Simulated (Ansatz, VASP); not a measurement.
# Two plane-wave programs on KF

Contents of INCAR:

```
SYSTEM = KF
ALGO = Normal
EDIFF = 1E-6
ENCUT = 520
GGA = PE
ISIF = 2
ISMEAR = 0
LASPH = .TRUE.
LCHARG = .FALSE.
LREAL = .FALSE.
LWAVE = .FALSE.
NBANDS = 15
NELM = 100
PREC = Accurate
SIGMA = 0.02
```

Contents of KPOINTS:

```
k-points
0
G
  8 8 8
  0 0 0
```

POSCAR

```
KF
1.0
   -0.3208200000      2.7486253500      2.7486253500
    2.4278053500      0.0000000000      2.4278053500
    2.4278053500      2.4278053500      0.0000000000
K F
1 1
Direct
    0.0000000000      0.0000000000      0.0000000000
    0.5000000000      0.5000000000      0.5000000000
```

Input for Ansatz:

```yaml
crystal:
  lattice:
    - [-0.32082, 2.74862535, 2.74862535]
    - [2.42780535, 0.0, 2.42780535]
    - [2.42780535, 2.42780535, 0.0]
  atoms:
    - { symbol: K, position: [0.0, 0.0, 0.0] }
    - { symbol: F, position: [0.5, 0.5, 0.5] }
basis:
  ecutwfc: 420
kpoints:
  mp_grid: { grid: [8, 8, 8] }
hamiltonian:
  xc: pbe
scf:
  occupations: { method: gaussian, width: 0.02 }
output:
  forces: true
  stress: true
  eigenvalues: true
```

Alike in both runs: task single point; functional PBE; k mesh 8 × 8 × 8; occupations gaussian, width 0.02 eV; no spin polarisation.

|  | VASP | Ansatz |
| --- | --- | --- |
| version | VASP 6.6.1 | Ansatz 0.2.0 |
| potentials or method | VASP PAW PBE potentials, release 64 (K_sv, F) | scalar-relativistic, plane waves, PAW |
| plane-wave cutoff (eV) | 520 | 420 |
| valence electrons in the cell | 16 | 16 |

|  | VASP | Ansatz | Ansatz less VASP |
| --- | --- | --- | --- |
| gap on the k mesh at the Fermi level (eV) | 6.49 | 6.50 | +0.019 |
| least direct gap on the mesh (eV) | 6.49 | 6.50 | +0.019 |
| pressure (GPa) | 5.5 | 5.4 | -0.13 |
| largest component of the traceless stress (GPa) | 2.12 | 2.15 | +0.031 |

A k mesh can miss the band edges.
